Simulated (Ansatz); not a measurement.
## Relaxing SiO₂

These are results of DFT LDA, scalar-relativistic, plane waves, PAW in Ansatz 0.2.0, not measurements. Settings: 420 eV cutoff, 6×6×6 k-mesh, Gaussian smearing of 0.02 eV, no spin polarisation.

What was changed: relaxed at 4 GPa.

Command:

```bash
ansatz run input.yaml --threads 2 --pin off --max-ram 5120MiB --backend cpu --events-out ev --progress --plain --runs-dir out
```

Input:

```yaml
crystal:
  lattice:
    - [-2.5617680357, 3.7728684769, 4.3803347836]
    - [2.5617680357, -3.7728684769, 4.3803347836]
    - [2.5617680357, 3.7728684769, -4.3803347836]
  atoms:
    - { symbol: Si, position: [0.872252783, 0.8272394882, 0.0450132948] }
    - { symbol: Si, position: [0.7177738067, 0.1727605118, 0.5450132948] }
    - { symbol: Si, position: [0.127747217, 0.1727605118, 0.9549867052] }
    - { symbol: Si, position: [0.2822261933, 0.8272394882, 0.4549867052] }
    - { symbol: O, position: [0.0561228584, 0.8061228584, 0.25] }
    - { symbol: O, position: [0.9438771416, 0.1938771416, 0.75] }
    - { symbol: O, position: [0.7156209235, 0.5, 0.7156209235] }
    - { symbol: O, position: [0.2843790765, 0.0, 0.7843790765] }
    - { symbol: O, position: [0.2843790765, 0.5, 0.2843790765] }
    - { symbol: O, position: [0.7156209235, 0.0, 0.2156209235] }
    - { symbol: O, position: [0.0, 0.0, 0.0] }
    - { symbol: O, position: [0.5, 0.0, 0.5] }
basis:
  ecutwfc: 420
kpoints:
  mp_grid: { grid: [6, 6, 6] }
hamiltonian:
  xc: lda
scf:
  occupations: { method: gaussian, width: 0.02 }
output:
  forces: true
  stress: true
  eigenvalues: true
relax:
  adjacent_minimum: "off"
  f_tol: 0.008
  max_steps: 50
  cell: { stress_tol: 0.08, p_target: 4.0 }
```

F is the free energy. Steps run on the plane waves of an earlier cell, but the last one, and at times one on the way, on a freshly chosen basis, so a repeated geometry can differ a little in energy. The relaxation lowers the enthalpy F + PV at the target pressure, so F itself can rise.

Steps:

```
step F − F(1) (eV) largest force component (eV/Å) V (Å³/atom) P (GPa)
   1         0.0000                           1.223       14.112    16.67
   2        -0.3950                           0.758       14.327    10.27
   3        -0.5702                           0.325       14.347     3.95
   4        -0.5459                           0.336       14.096     4.26
   5        -0.5450                           0.137       14.056     3.87
   6        -0.5367                           0.003       14.012     3.98
   7        -0.5423                           0.003       14.012     4.02
   8        -0.5347                           0.002       13.978     4.00
   9        -0.5328                           0.002       13.978     3.98
```

Relaxed structure:

```cif
data_structure
_symmetry_space_group_name_H-M 'P 1'
_symmetry_Int_Tables_number 1
_cell_length_a 6.2791
_cell_length_b 6.2791
_cell_length_c 6.2791
_cell_angle_alpha 130.395
_cell_angle_beta 109.874
_cell_angle_gamma 90.688
_cell_volume 167.73
loop_
_atom_site_label
_atom_site_type_symbol
_atom_site_fract_x
_atom_site_fract_y
_atom_site_fract_z
_atom_site_occupancy
Si1 Si 0.85527 0.82221 0.03306 1
Si2 Si 0.71085 0.17779 0.53306 1
Si3 Si 0.14473 0.17779 0.96694 1
Si4 Si 0.28915 0.82221 0.46694 1
O1 O 0.03575 0.78575 0.25000 1
O2 O 0.96425 0.21425 0.75000 1
O3 O 0.69181 0.50000 0.69181 1
O4 O 0.30819 0.00000 0.80819 1
O5 O 0.30819 0.50000 0.30819 1
O6 O 0.69181 0.00000 0.19181 1
O7 O 0.00000 0.00000 0.00000 1
O8 O 0.50000 0.00000 0.50000 1
```

Symmetry: Imma, No. 74, orthorhombic system. Conventional cell: a = 5.268 Å, b = 7.214 Å, c = 8.827 Å, α = 90.00°, β = 90.00°, γ = 90.00°. Around Si (site symmetry m) lie 4 O at 1.59 to 1.60 Å. O (site symmetry mm2) has 2 Si at 1.60 Å as nearest neighbours. O (site symmetry 2) is surrounded by 2 Si at 1.60 Å. Around O (site symmetry 2/m) lie 2 Si at 1.59 Å.

The run converged. It took 54 s on 2 threads of Intel(R) Xeon(R) Platinum 8559C (Emerald Rapids) (shared host), peak memory 0.63 GiB.